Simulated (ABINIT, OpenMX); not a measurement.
## SrO: 5 runs at one level of theory

```xyz
2
Lattice="0.0000 2.5663 2.5663 2.5663 0.0000 2.5663 2.5663 2.5663 0.0000" Properties=species:S:1:pos:R:3 pbc="T T T"
Sr    2.5663    2.5663    2.5663
O     0.0000    0.0000    0.0000
```

Alike in all runs: task band structure; functional PBE; k mesh 9 × 9 × 9; occupations fermi-dirac, width 0.05 eV; no spin polarisation; no spin-orbit coupling. Pressure is positive in compression and, in plane waves, holds the error of the finite cutoff. Gaps are the smaller of the mesh's and the band path's.

```csv
program and potentials,plane-wave cutoff (eV),notes,band gap (eV),pressure (GPa)
"OpenMX, OpenMX 2013 PBE set, Sr10.0-s2p2d1, O6.0-s2p2, grid cutoff 400 Ry",-,atomic basis,2.92,3.42
"OpenMX, OpenMX 2013 PBE set, Sr10.0-s3p2d2, O6.0-s2p2d1, grid cutoff 400 Ry",-,atomic basis,2.85,2.98
"ABINIT, JTH PAW PBE v2.0",626,-,3.31,3.05
"ABINIT, SG15 NC PBE v1.2",1143,-,?,?
"ABINIT, PseudoDojo NC SR PBE v0.5 standard",1143,-,3.32,3.10
```

Q: Estimate from the other rows what the run with ABINIT, SG15 NC PBE v1.2 gave.

A: Band gap 3.31 eV; pressure 3.14 GPa. The other rows, which needn't bracket it: band gap 2.85 to 3.32; pressure 2.98 to 3.42.
